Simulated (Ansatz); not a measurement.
## AlAu2 under changes of volume

One of the cells (16.388 Å³/atom); the others are scaled copies at fixed shape and fractional positions:

```
Au Al
1.0
    -1.67151    1.67151    4.39908
     1.67151   -1.67151    4.39908
     1.67151    1.67151   -4.39908
Au Al
2 1
Direct
  0.34373 0.34373 0.00000
  0.65627 0.65627 0.00000
  0.00000 0.00000 0.00000
```

The cell comes from a database or a generator and needn't be the stable form of this composition.

```yaml
Program: Ansatz 0.2.0
Functional: PBEsol
Potentials_or_basis: Ansatz PAW
Cutoff: "420 eV (not typed: the program's choice for these potentials)"
k_mesh: 11 × 11 × 11
Occupations: fermi-dirac, width 0.05 eV
Spin: no spin polarisation
```

| volume (Å³/atom) | energy over the lowest point (meV/atom) | pressure (GPa) | largest force (eV/Å) |
| --- | --- | --- | --- |
| 15.405 | 17.71 | 8.3 | 0.164 |
| 15.732 | ? | ? | ? |
| 16.060 | 0.00 | 0.8 | 0.089 |
| 16.388 | 1.68 | -2.3 | 0.055 |
| 16.716 | 9.23 | -5.0 | 0.024 |
| 17.043 | 21.90 | -7.3 | 0.004 |
| 17.371 | 39.02 | -9.4 | 0.031 |

Task: What does the run at 15.732 Å³/atom give?

Result: Energy over the lowest point 5.02 meV/atom; pressure 4.3 GPa; largest force 0.125 eV/Å.

Worked out: A Birch-Murnaghan fit of order 3 (a polynomial in V^(-2/3)) to the other rows has its minimum at 16.14 Å³/atom with B0 = V·E''(V) = 156 GPa and B' = 5.6 at fixed shape and positions, which overstates the stiffness. It gives 5.03 meV/atom at 15.732 Å³/atom, against the run's 5.02, and -dE/dV = 4.3 GPa, against 4.3.

Energies are extrapolated to zero smearing.

Caveats: the PAW data sets come from PBE, with cores solved anew for the run's functional, which leaves a small shift of forces and pressure.
